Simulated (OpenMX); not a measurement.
Crystal: Fe.

```
Fe
1.0
    -1.44300    1.44300    1.44300
     1.44300   -1.44300    1.44300
     1.44300    1.44300   -1.44300
Fe
1
Cartesian
  0.0000 0.0000 0.0000
```

Alike in all runs: program OpenMX 3.8.5; functional PBE; potentials or basis OpenMX 2013 PBE set, Fe6.0H-s3p2d2, grid cutoff 500 Ry; k mesh 9 × 9 × 9; occupations fermi-dirac, width 0.05 eV.

The same cell was started in several ways:

```tsv
start	free energy over the lowest (meV/atom)	net moment (μB)	site or absolute moments (μB)	gap
collinear spin, zero start	619.1	0.00	-	none (metal or under the smearing width)
collinear spin, ferromagnetic start of up to 3 μB	0.0	2.41	Fe +2.41	none (metal or under the smearing width)
collinear spin, ferromagnetic start of up to 4.5 μB	0.0	2.41	Fe +2.41	none (metal or under the smearing width)
```

The spin-polarised runs without a constraint all converged, yet they end up to 619 meV/atom apart: a converged run can sit in a state that isn't the lowest. A still lower state may exist.

Caveats: the basis of atomic orbitals isn't converged, which shifts pressures, moduli and gaps.
